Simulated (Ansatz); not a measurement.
# Al (Fm-3m) in Ansatz: notebook

The runs below take Al through relaxation of cell and atoms, with PBEsol.

Everything below comes from runs of Ansatz 0.2.0. Logs are shortened: lines on timing, memory, paths and dates and some standing lists are left out, and cuts for length are marked.

**1. Starting point**

It takes space group Fm-3m (No. 225, cubic). The conventional cell has a = 4.050 Å, b = 4.050 Å, c = 4.050 Å, α = 90.00°, β = 90.00°, γ = 90.00°. Around Al (site symmetry m-3m) lie 12 Al at 2.86 Å.

**2. Relaxation of cell and atoms, PBEsol**

Input file input.yaml:

```yaml
crystal:
  lattice:
    - [0.0, 2.024805, 2.024805]
    - [2.024805, 0.0, 2.024805]
    - [2.024805, 2.024805, 0.0]
  atoms:
    - { symbol: Al, position: [0.0, 0.0, 0.0] }
hamiltonian:
  xc: pbesol
  pseudopotentials: { kind: paw }
kpoints:
  mp_grid: { grid: [11, 11, 11] }
scf:
  occupations: { method: fermi_dirac, width: 0.05 }
output:
  forces: true
  stress: true
  eigenvalues: true
relax:
  f_tol: 0.01
  max_steps: 40
  cell: { stress_tol: 0.05 }
```

Potentials or basis: Ansatz PAW.

Launch:

```
$ ansatz run input.yaml --threads 2 --pin off --max-ram 5632MiB --backend cpu --events-out ev --progress --plain --runs-dir out
```

The program printed:

```text
Warning: RAYON_NUM_THREADS=2 ignored (pool sized by the plan → 2); use --threads N
Engine: ansatz 0.2.0, x86_64-unknown-linux-gnu
Pseudopotentials: kind: paw
Pseudopotential: Al, paw, valence charge 3, recommended cutoff 420 eV (normal), Al.paw.azcp
Functional definition: PBEsol
  exchange = pbesol_x
  correlation = pbesol_c
Crystal: 1 atoms, lattice volume = 16.603 Å³
Basis set: ecut = 420 eV, 331 PW (Γ), exchange–correlation on 40×40×40 points (8 copies of the dense FFT grid, shifted against one another)
Bands: 6, of which v1, the nominal top of the filled ones, is band 2 counted from 1 (1 counted from 0)
Symmetry: 48 space group operations
Space group: Fm-3m (ITA 225), of the structure as read, at distance tolerance 2.6e-5 Å
k-points: 56 of 1331
Non-local potential: Al, projectors of the file, l = 0: 2, l = 1: 2, l = 2: 1
PAW form: soft (Blöchl's): semilocal exchange-correlation on the pseudo side does not see the compensation charge
PAW frozen core: Al, regenerated for the run's functional, and the local potential with it (the file was generated under x = pbe(κ = 0.804, μ = 0.2195149727645171), c = pbe(β = 0.06672455060314922))
PAW one-centre angular grid: Al, 110 points (default); XC on 64 Gauss nodes
Initial density: superposition of atomic densities (neutral atoms: chi_scale 0, normalization atom), corrected by the library's trained network
Initial wavefunctions: pseudopotential atomic-orbital guess
Functional: x = pbesol(κ = 0.804, μ = 0.12345679012345678), c = pbesol(β = 0.046)
SCF iter   1: F=—  HF=-524.555516 eV  |F-HF|=—  |Δ(HF+E_count)|=         —  Δρ=7.34e-4  dr2=4.44e-5  ethr=1.77e-3  ⟨swp⟩=4.8  Hψ=2935  notcnv=0
preconditioner: auto → none  [metal: Δε(μ)=0.033 eV  Ē_g=13.138 eV  σ=0.050 eV  W_gap=0.16  n_scr=0 (ndim 8)  ℏωp=15.8 eV  f_vac=0.000  D(μ)=0.54/eV (n_scr^D=0)]
SCF iter   2: F=—  HF=-524.555536 eV  |F-HF|=—  |Δ(HF+E_count)|=   2.03e-5  Δρ=3.74e-4  dr2=1.17e-5  ethr=1.48e-6  ⟨swp⟩=1.8  Hψ=837  notcnv=0
iter 3 did not close the SCF: its close was put off for the readings that it lacked (scf_convergence_deferred on its scf_iter line)
SCF iter   3: F=-524.555540 eV  HF=-524.555540 eV  |F-HF|=2.81e-8  |Δ(HF+E_count)|=   3.76e-6  Δρ=2.09e-5  dr2=8.05e-8  ethr=3.90e-7  ⟨swp⟩=1.0  Hψ=313  notcnv=0
iter 4 did not close the SCF: its close was put off for the readings that it lacked (scf_convergence_deferred on its scf_iter line)
SCF iter   4: F=-524.555540 eV  HF=-524.555540 eV  |F-HF|=3.81e-9  |Δ(HF+E_count)|=   2.18e-8  Δρ=8.15e-6  dr2=1.19e-8  ethr=2.68e-9  ⟨swp⟩=1.1  Hψ=322  notcnv=0
iter 5 did not close the SCF: its close was put off for the readings that it lacked (scf_convergence_deferred on its scf_iter line)
SCF iter   5: F=-524.555540 eV  HF=-524.555540 eV  |F-HF|=3.30e-12  |Δ(HF+E_count)|=   3.62e-9  Δρ=3.80e-7  dr2=1.83e-11  ethr=3.96e-10  ⟨swp⟩=1.0  Hψ=313  notcnv=0
SCF iter   6: F=-524.555540 eV  HF=-524.555540 eV  |F-HF|=1.71e-12  |Δ(HF+E_count)|=  6.37e-12  Δρ=1.67e-7  dr2=4.78e-12  ethr=1.00e-12  ⟨swp⟩=2.0  Hψ=1144  notcnv=0
SCF 1 converged in 6 iterations: F = -524.555540 eV  dr2 = 4.78e-12
relax step   1: F+E_penalty+E_count = -524.55553988 eV  Δ(F+E_penalty+E_count) = +0.000e0 eV  max|allowed force component| = 0.000e0 eV/Å  Δτ_max = 0.0000 Å  P = -1.925 GPa  Ω = 16.603 Å³  (6 SCF iters, dr2 threshold 1.00e-7 eV, accepted)
Crystal: 1 atoms, lattice volume = 16.133 Å³
Initial density: handed on by an earlier stage of this run
Initial wavefunctions: those handed on with the density
iter 1 solved again at ethr=2.40e-6 eV; its pass at ethr=3.10e-3 eV (dr2=7.21e-5 eV) is discarded
SCF iter   1: F=—  HF=-524.558168 eV  |F-HF|=—  |Δ(HF+E_count)|=         —  Δρ=7.03e-4  dr2=7.99e-5  ethr=2.40e-6  ⟨swp⟩=2.0  Hψ=3434  notcnv=0
preconditioner: auto → none  [metal: Δε(μ)=0.052 eV  Ē_g=13.389 eV  σ=0.050 eV  W_gap=0.25  n_scr=0 (ndim 8)  ℏωp=16.0 eV  f_vac=0.000  D(μ)=0.53/eV (n_scr^D=0)]
SCF iter   2: F=—  HF=-524.558099 eV  |F-HF|=—  |Δ(HF+E_count)|=   6.95e-5  Δρ=3.40e-4  dr2=1.85e-5  ethr=2.40e-6  ⟨swp⟩=1.0  Hψ=336  notcnv=0
SCF iter   3: F=-524.558073 eV  HF=-524.558073 eV  |F-HF|=1.30e-9  |Δ(HF+E_count)|=   2.61e-5  Δρ=5.36e-6  dr2=3.44e-9  ethr=3.33e-9  ⟨swp⟩=3.7  Hψ=1476  notcnv=0
SCF 2 converged in 3 iterations: F = -524.558073 eV  dr2 = 3.44e-9
relax step   2: F+E_penalty+E_count = -524.55807264 eV  Δ(F+E_penalty+E_count) = -2.533e-3 eV  max|allowed force component| = 0.000e0 eV/Å  Δτ_max = 0.0000 Å  P = +0.383 GPa  Ω = 16.133 Å³  energy of the carried Pulay correction = +1.855e-4 eV  (3 SCF iters, dr2 threshold 1.00e-7 eV, accepted)
Crystal: 1 atoms, lattice volume = 16.209 Å³
iter 1 solved again at ethr=7.15e-8 eV; its pass at ethr=3.10e-3 eV (dr2=2.15e-6 eV) is discarded
SCF iter   1: F=—  HF=-524.558117 eV  |F-HF|=—  |Δ(HF+E_count)|=         —  Δρ=1.20e-4  dr2=2.38e-6  ethr=7.15e-8  ⟨swp⟩=2.5  Hψ=3258  notcnv=0
preconditioner: auto → none  [metal: Δε(μ)=0.048 eV  Ē_g=13.348 eV  σ=0.050 eV  W_gap=0.24  n_scr=0 (ndim 8)  ℏωp=16.0 eV  f_vac=0.000  D(μ)=0.53/eV (n_scr^D=0)]
SCF iter   2: F=—  HF=-524.558130 eV  |F-HF|=—  |Δ(HF+E_count)|=   1.25e-5  Δρ=5.76e-5  dr2=5.42e-7  ethr=7.15e-8  ⟨swp⟩=1.0  Hψ=336  notcnv=0
SCF iter   3: F=-524.558129 eV  HF=-524.558129 eV  |F-HF|=4.58e-11  |Δ(HF+E_count)|=   7.39e-7  Δρ=7.93e-7  dr2=5.89e-11  ethr=3.33e-9  ⟨swp⟩=2.4  Hψ=1007  notcnv=0
SCF 3 converged in 3 iterations: F = -524.558129 eV  dr2 = 5.89e-11
relax step   3: F+E_penalty+E_count = -524.55812892 eV  Δ(F+E_penalty+E_count) = -5.628e-5 eV  max|allowed force component| = 0.000e0 eV/Å  Δτ_max = 0.0000 Å  P = -0.015 GPa  Ω = 16.209 Å³  energy of the carried Pulay correction = +1.551e-4 eV  (3 SCF iters, dr2 threshold 1.00e-7 eV, accepted)
Initial wavefunctions: pseudopotential atomic-orbital guess (no wavefunctions were taken with the density)
iter 1 solved again at ethr=4.01e-9 eV; its pass at ethr=3.10e-3 eV (dr2=1.20e-7 eV) is discarded
SCF iter   1: F=—  HF=-524.557977 eV  |F-HF|=—  |Δ(HF+E_count)|=         —  Δρ=1.75e-5  dr2=4.68e-9  ethr=4.01e-9  ⟨swp⟩=3.2  Hψ=3979  notcnv=0
SCF iter   2: F=—  HF=-524.557992 eV  |F-HF|=—  |Δ(HF+E_count)|=   1.49e-5  Δρ=8.78e-6  dr2=1.15e-9  ethr=1.56e-10  ⟨swp⟩=2.0  Hψ=418  notcnv=0
SCF iter   3: F=-524.557992 eV  HF=-524.557992 eV  |F-HF|=1.93e-12  |Δ(HF+E_count)|=   3.35e-9  Δρ=2.42e-7  dr2=6.51e-12  ethr=1.00e-12  ⟨swp⟩=3.4  Hψ=1290  notcnv=0
SCF 4 converged in 3 iterations: F = -524.557992 eV  dr2 = 6.51e-12
relax step   4: F+E_penalty+E_count = -524.55799168 eV  Δ(F+E_penalty+E_count) = +1.372e-4 eV  max|allowed force component| = 0.000e0 eV/Å  Δτ_max = 0.0000 Å  P = -0.030 GPa  Ω = 16.209 Å³  stress off target by 3.02e-2 GPa  SCF on the basis re-selected at this cell (its energy is not comparable with the rows above)  (3 SCF iters)
basis re-selected at this cell: Δ(F+E_penalty+E_count) = +1.372e-4 eV, ΔP = -0.015 GPa vs the last step (what re-selecting the basis moved, of the pressure what is left beyond the Pulay correction that the steps carried, after the strain that the cell walked since its last selection, with what the two solves' SCF thresholds leave and, on support functions, any second-order correction that the steps lacked; it is no measure of the basis error at this ecutwfc). This SCF's stress stands 3.02e-2 GPa from its target on what of the cell is left free (relax.cell.stress_tol is 5.00e-2 GPa) and its largest allowed force component is 0.00e0 eV/Å (relax.f_tol is 1.00e-2 eV/Å): within both
SCF converged after 3 iterations
Free energy (F): -524.557992 eV
Harris-Foulkes:  -524.557992 eV  (|F-HF|=1.93e-12)
Internal energy: -524.554046 eV  (E = F + TS)
E sigma→0 (E₀):  -524.556019 eV
Entropy (-TS):   -0.003946 eV (-3.946 meV/atom)
Fermi energy:    8.072952 eV
--- Per-component energies (eV) ---
  E_band       = 10.796288
  E_kinetic    = 23.078854
  E_local      = 10.032093  (includes V_loc(G=0)·N_el)
  E_nonlocal   = 10.412857
  E_hartree    = 0.105271
  E_xc         = -39.514817
  E_vxc        = -29.300257  (∫ρ·V_xc dr)
  E_paw        = -454.735503  (= ΣΔE_a)
  E_vpaw       = -3.637796  (= ΣTr[D̂ρ^β])
  E_aug_tail   = -0.000003  (compensation charges beyond the density's cutoff)
  E_ewald      = -73.951936
  E_core_change = 0.019139  (= ΣΔE_core)
  E_smearing   = -0.003946  (= −TS)
  E_closure    = 0.000000  (closes the sum)
  Σ components = -524.557992   (vs F -524.557992, Δ=0.00e0)
--- Forces (eV/Å), atoms counted from 1 ---
  atom   1  Al    -0.00000000    -0.00000000    -0.00000000
  max |Σ_I F_I| component: 1.34e-32 eV/Å
--- Stress (GPa, compression-positive) ---
       -0.030215       0.000000       0.000000
        0.000000      -0.030215       0.000000
        0.000000       0.000000      -0.030215
  P = ⅓ Tr σ = -0.0302 GPa (-0.302 kbar)
--- Band table (eV; the first three rows and the last of 56) ---
  k-point 0: bands = ["-3.1753", "20.6792", "20.6792", "20.6792", "22.3788", "22.3788"]
  k-point 1: bands = ["-2.9483", "17.8187", "20.0931", "20.0931", "23.0033", "23.3070"]
  k-point 2: bands = ["-2.2695", "14.1532", "19.3852", "19.3852", "22.7579", "24.0724"]
  k-point 55: bands = ["6.6512", "6.9103", "8.3514", "10.2988", "22.0905", "24.9830"]
--- Relaxed structure (3 steps of the walk, 3 accepted, 1 SCFs on fresh bases) ---
  F+E_penalty+E_count = -524.55799168 eV   max|allowed force component| = 0.000e0 eV/Å   (the final SCF, on the basis selected at the relaxed cell)
  cell:  # Å, volume = 16.2093 Å³
    - [3.311991821382132e-34, 2.008681331974161, 2.008681331974161]
    - [2.008681331974161, -3.694144723849303e-34, 2.008681331974161]
    - [2.008681331974161, 2.008681331974161, 2.3056558448852547e-33]
  atoms:
    - { symbol: Al, position: [0.0, 0.0, 0.0] }
```

It took 0.72 s on 2 threads of AMD EPYC 9R45 (Zen 5), shared host; peak memory 0.32 GiB.

Results:

```yaml
Free_energy: -524.5580 eV
Relaxed_volume: 16.21 Å³/atom
Relaxed_cell: a = 2.841 Å, b = 2.841 Å, c = 2.841 Å, α = 60.00°, β = 60.00°, γ = 60.00°
Space_group_after_relaxing_to_0.05_Å: Fm-3m (No. 225)
Energy_gained_by_relaxing: 2.5 meV/atom
Ionic_steps: 4
Pressure_after_relaxing: 0.0 GPa
Band_gap_on_the_k_mesh: none (metal or under the smearing width)
```

Step by step:
```
step  energy change (eV)  largest force (eV/Å)  volume (Å³)
   1              0.0000                0.0000        16.60
   2             -0.0025                0.0000        16.13
   3             -0.0026                0.0000        16.21
   4             -0.0025                0.0000        16.21
```

Final structure:
```xyz
1
Lattice="0.0000 2.0087 2.0087 2.0087 0.0000 2.0087 2.0087 2.0087 0.0000" Properties=species:S:1:pos:R:3 pbc="T T T"
Al    0.0000    0.0000    0.0000
```

Caveat: the plane-wave basis is chosen anew once the cell has moved, so the energies of steps on either side of that aren't comparable; the PAW data sets come from PBE, with cores solved anew for the run's functional, which leaves a small shift of forces and pressure.

**3. Relaxation of cell and atoms, PBEsol, target pressure 2 GPa, at which the enthalpy is minimised**

Edit input.yaml of step 2 so:

```diff
@@ -21,2 +21,2 @@
   max_steps: 40
-  cell: { stress_tol: 0.05 }
+  cell: { stress_tol: 0.05, p_target: 2.0 }
```

Potentials or basis: Ansatz PAW.

Launch:

```
$ ansatz run input.yaml --threads 2 --pin off --max-ram 5632MiB --backend cpu --events-out ev --progress --plain --runs-dir out
```

The program printed:

```text
Warning: RAYON_NUM_THREADS=2 ignored (pool sized by the plan → 2); use --threads N
Engine: ansatz 0.2.0, x86_64-unknown-linux-gnu
Pseudopotentials: kind: paw
Pseudopotential: Al, paw, valence charge 3, recommended cutoff 420 eV (normal), Al.paw.azcp
Functional definition: PBEsol
  exchange = pbesol_x
  correlation = pbesol_c
Crystal: 1 atoms, lattice volume = 16.603 Å³
Basis set: ecut = 420 eV, 331 PW (Γ), exchange–correlation on 40×40×40 points (8 copies of the dense FFT grid, shifted against one another)
Bands: 6, of which v1, the nominal top of the filled ones, is band 2 counted from 1 (1 counted from 0)
Symmetry: 48 space group operations
Space group: Fm-3m (ITA 225), of the structure as read, at distance tolerance 2.6e-5 Å
k-points: 56 of 1331
Non-local potential: Al, projectors of the file, l = 0: 2, l = 1: 2, l = 2: 1
PAW form: soft (Blöchl's): semilocal exchange-correlation on the pseudo side does not see the compensation charge
PAW frozen core: Al, regenerated for the run's functional, and the local potential with it (the file was generated under x = pbe(κ = 0.804, μ = 0.2195149727645171), c = pbe(β = 0.06672455060314922))
PAW one-centre angular grid: Al, 110 points (default); XC on 64 Gauss nodes
Initial density: superposition of atomic densities (neutral atoms: chi_scale 0, normalization atom), corrected by the library's trained network
Initial wavefunctions: pseudopotential atomic-orbital guess
Functional: x = pbesol(κ = 0.804, μ = 0.12345679012345678), c = pbesol(β = 0.046)
SCF iter   1: F=—  HF=-524.555516 eV  |F-HF|=—  |Δ(HF+E_count)|=         —  Δρ=7.34e-4  dr2=4.44e-5  ethr=1.77e-3  ⟨swp⟩=4.8  Hψ=2935  notcnv=0
preconditioner: auto → none  [metal: Δε(μ)=0.033 eV  Ē_g=13.138 eV  σ=0.050 eV  W_gap=0.16  n_scr=0 (ndim 8)  ℏωp=15.8 eV  f_vac=0.000  D(μ)=0.54/eV (n_scr^D=0)]
SCF iter   2: F=—  HF=-524.555536 eV  |F-HF|=—  |Δ(HF+E_count)|=   2.03e-5  Δρ=3.74e-4  dr2=1.17e-5  ethr=1.48e-6  ⟨swp⟩=1.8  Hψ=837  notcnv=0
iter 3 did not close the SCF: its close was put off for the readings that it lacked (scf_convergence_deferred on its scf_iter line)
SCF iter   3: F=-524.555540 eV  HF=-524.555540 eV  |F-HF|=2.81e-8  |Δ(HF+E_count)|=   3.76e-6  Δρ=2.09e-5  dr2=8.05e-8  ethr=3.90e-7  ⟨swp⟩=1.0  Hψ=313  notcnv=0
iter 4 did not close the SCF: its close was put off for the readings that it lacked (scf_convergence_deferred on its scf_iter line)
SCF iter   4: F=-524.555540 eV  HF=-524.555540 eV  |F-HF|=3.81e-9  |Δ(HF+E_count)|=   2.18e-8  Δρ=8.15e-6  dr2=1.19e-8  ethr=2.68e-9  ⟨swp⟩=1.1  Hψ=322  notcnv=0
iter 5 did not close the SCF: its close was put off for the readings that it lacked (scf_convergence_deferred on its scf_iter line)
SCF iter   5: F=-524.555540 eV  HF=-524.555540 eV  |F-HF|=3.30e-12  |Δ(HF+E_count)|=   3.62e-9  Δρ=3.80e-7  dr2=1.83e-11  ethr=3.96e-10  ⟨swp⟩=1.0  Hψ=313  notcnv=0
SCF iter   6: F=-524.555540 eV  HF=-524.555540 eV  |F-HF|=1.71e-12  |Δ(HF+E_count)|=  6.37e-12  Δρ=1.67e-7  dr2=4.78e-12  ethr=1.00e-12  ⟨swp⟩=2.0  Hψ=1144  notcnv=0
[... 36 lines left out ...]
SCF 5 converged in 3 iterations: F = -524.555808 eV  dr2 = 9.20e-12
relax step   5: F+E_penalty+E_count = -524.55580825 eV  Δ(F+E_penalty+E_count) = +2.461e-4 eV  max|allowed force component| = 0.000e0 eV/Å  Δτ_max = 0.0000 Å  P = +1.969 GPa  Ω = 15.843 Å³  stress off target by 3.14e-2 GPa  SCF on the basis re-selected at this cell (its energy is not comparable with the rows above)  (3 SCF iters)
basis re-selected at this cell: Δ(F+E_penalty+E_count) = +2.461e-4 eV, ΔP = -0.030 GPa vs the last step (what re-selecting the basis moved, of the pressure what is left beyond the Pulay correction that the steps carried, after the strain that the cell walked since its last selection, with what the two solves' SCF thresholds leave and, on support functions, any second-order correction that the steps lacked; it is no measure of the basis error at this ecutwfc). This SCF's stress stands 3.14e-2 GPa from its target on what of the cell is left free (relax.cell.stress_tol is 5.00e-2 GPa) and its largest allowed force component is 0.00e0 eV/Å (relax.f_tol is 1.00e-2 eV/Å): within both
SCF converged after 3 iterations
Free energy (F): -524.555808 eV
Harris-Foulkes:  -524.555808 eV  (|F-HF|=1.25e-12)
Internal energy: -524.551916 eV  (E = F + TS)
E sigma→0 (E₀):  -524.553862 eV
Entropy (-TS):   -0.003893 eV (-3.893 meV/atom)
Fermi energy:    8.310181 eV
--- Per-component energies (eV) ---
  E_band       = 11.330909
  E_kinetic    = 23.437223
  E_local      = 10.382474  (includes V_loc(G=0)·N_el)
  E_nonlocal   = 10.467175
  E_hartree    = 0.110195
  E_xc         = -39.671816
  E_vxc        = -29.500568  (∫ρ·V_xc dr)
  E_paw        = -454.778483  (= ΣΔE_a)
  E_vpaw       = -3.675784  (= ΣTr[D̂ρ^β])
  E_aug_tail   = -0.000002  (compensation charges beyond the density's cutoff)
  E_ewald      = -74.517821
  E_core_change = 0.019139  (= ΣΔE_core)
  E_smearing   = -0.003893  (= −TS)
  E_closure    = -0.000000  (closes the sum)
  Σ components = -524.555808   (vs F -524.555808, Δ=0.00e0)
--- Forces (eV/Å), atoms counted from 1 ---
  atom   1  Al     0.00000000    -0.00000000    -0.00000000
  max |Σ_I F_I| component: 4.11e-33 eV/Å
--- Stress (GPa, compression-positive) ---
        1.968595       0.000000       0.000000
        0.000000       1.968595       0.000000
        0.000000       0.000000       1.968595
  P = ⅓ Tr σ = 1.9686 GPa (19.686 kbar)
--- Band table (eV; the first three rows and the last of 56) ---
  k-point 0: bands = ["-3.0927", "21.0474", "21.0474", "21.0474", "22.9268", "22.9268"]
  k-point 1: bands = ["-2.8622", "18.1860", "20.4897", "20.4897", "23.4983", "23.8359"]
  k-point 2: bands = ["-2.1732", "14.4759", "19.7910", "19.7910", "23.2298", "24.5808"]
  k-point 55: bands = ["6.8594", "7.1203", "8.6083", "10.6294", "22.5349", "25.5108"]
--- Relaxed structure (4 steps of the walk, 4 accepted, 1 SCFs on fresh bases) ---
  F+E_penalty+E_count = -524.55580825 eV   max|allowed force component| = 0.000e0 eV/Å   (the final SCF, on the basis selected at the relaxed cell)
  cell:  # Å, volume = 15.8428 Å³
    - [-1.7833802115134583e-34, 1.993427502240936, 1.9934275022409358]
    - [1.993427502240936, -1.4267041692107651e-33, 1.9934275022409358]
    - [1.993427502240936, 1.993427502240936, 7.388289447698608e-34]
  atoms:
    - { symbol: Al, position: [0.0, 0.0, 0.0] }
```

It took 0.86 s on 2 threads of AMD EPYC 9R45 (Zen 5), shared host; peak memory 0.33 GiB.

Results:

```yaml
Free_energy: -524.5558 eV
Relaxed_volume: 15.84 Å³/atom
Relaxed_cell: a = 2.819 Å, b = 2.819 Å, c = 2.819 Å, α = 60.00°, β = 60.00°, γ = 60.00°
Space_group_after_relaxing_to_0.05_Å: Fm-3m (No. 225)
Energy_change_on_relaxing_the_enthalpy_is_what_falls: -0.3 meV/atom
Ionic_steps: 5
Pressure_after_relaxing: 2.0 GPa
Band_gap_on_the_k_mesh: none (metal or under the smearing width)
```

Step by step:
| step | energy change (eV) | largest force (eV/Å) | volume (Å³) |
| --- | --- | --- | --- |
| 1 | 0.0000 | 0.0000 | 16.60 |
| 2 | 0.0024 | 0.0000 | 15.66 |
| 3 | -0.0007 | 0.0000 | 15.86 |
| 4 | -0.0005 | 0.0000 | 15.84 |
| 5 | -0.0003 | 0.0000 | 15.84 |

Final structure:
```cif
data_structure
_symmetry_space_group_name_H-M 'P 1'
_symmetry_Int_Tables_number 1
_cell_length_a 2.8191
_cell_length_b 2.8191
_cell_length_c 2.8191
_cell_angle_alpha 60.000
_cell_angle_beta 60.000
_cell_angle_gamma 60.000
_cell_volume 15.84
loop_
_atom_site_label
_atom_site_type_symbol
_atom_site_fract_x
_atom_site_fract_y
_atom_site_fract_z
_atom_site_occupancy
Al1 Al 0.00000 0.00000 0.00000 1
```

Caveat: the plane-wave basis is chosen anew once the cell has moved, so the energies of steps on either side of that aren't comparable; the PAW data sets come from PBE, with cores solved anew for the run's functional, which leaves a small shift of forces and pressure.

**4. Relaxation of cell and atoms, PBEsol, target pressure 5 GPa, at which the enthalpy is minimised**

Edit input.yaml of step 3 so:

```diff
@@ -18,2 +18,6 @@
   eigenvalues: true
+  write_density: true
+  write_potential: true
+  elf: true
+  volumetric_format: npy
 relax:
@@ -21,2 +25,2 @@
   max_steps: 40
-  cell: { stress_tol: 0.05, p_target: 2.0 }
+  cell: { stress_tol: 0.05, p_target: 5.0 }
```

Launch:

```
$ ansatz run input.yaml --threads 2 --pin off --max-ram 5632MiB --backend cpu --events-out ev --progress --plain --runs-dir out
```

Wall time 1.1 s (2 threads of AMD EPYC 9R45 (Zen 5), shared host); peak memory 0.33 GiB.

It converged, with:

| Property | Result |
| --- | --- |
| Free energy | -524.5454 eV |
| Relaxed volume | 15.36 Å³/atom |
| Relaxed cell | a = 2.790 Å, b = 2.790 Å, c = 2.790 Å, α = 60.00°, β = 60.00°, γ = 60.00° |
| Space group after relaxing (to 0.05 Å) | Fm-3m (No. 225) |
| Energy change on relaxing (the enthalpy is what falls) | +10.1 meV/atom |
| Ionic steps | 7 |
| Pressure after relaxing | 5.0 GPa |
| Band gap on the k mesh | none (metal or under the smearing width) |

Step by step:
```tsv
step	energy change (eV)	largest force (eV/Å)	volume (Å³)
1	0.0000	0.0000	16.60
2	0.0259	0.0000	14.96
3	0.0082	0.0000	15.41
4	0.0095	0.0000	15.37
5	0.0099	0.0000	15.37
6	0.0101	0.0000	15.36
7	0.0101	0.0000	15.36
```

Final structure:
```
Al
1.0
     0.00000    1.97291    1.97291
     1.97291    0.00000    1.97291
     1.97291    1.97291    0.00000
Al
1
Cartesian
  0.0000 0.0000 0.0000
```

Levels at points of the mesh, in eV from the Fermi level:
| k point | band 1 | band 2 | band 3 | band 4 | band 5 |
| --- | --- | --- | --- | --- | --- |
| (0.00, 0.00, 0.00) | -11.62 | 12.92 | 12.92 | 12.92 | 15.05 |

Caveat: the plane-wave basis is chosen anew once the cell has moved, so the energies of steps on either side of that aren't comparable; the PAW data sets come from PBE, with cores solved anew for the run's functional, which leaves a small shift of forces and pressure.

(Part 1 of 2 ends here.)
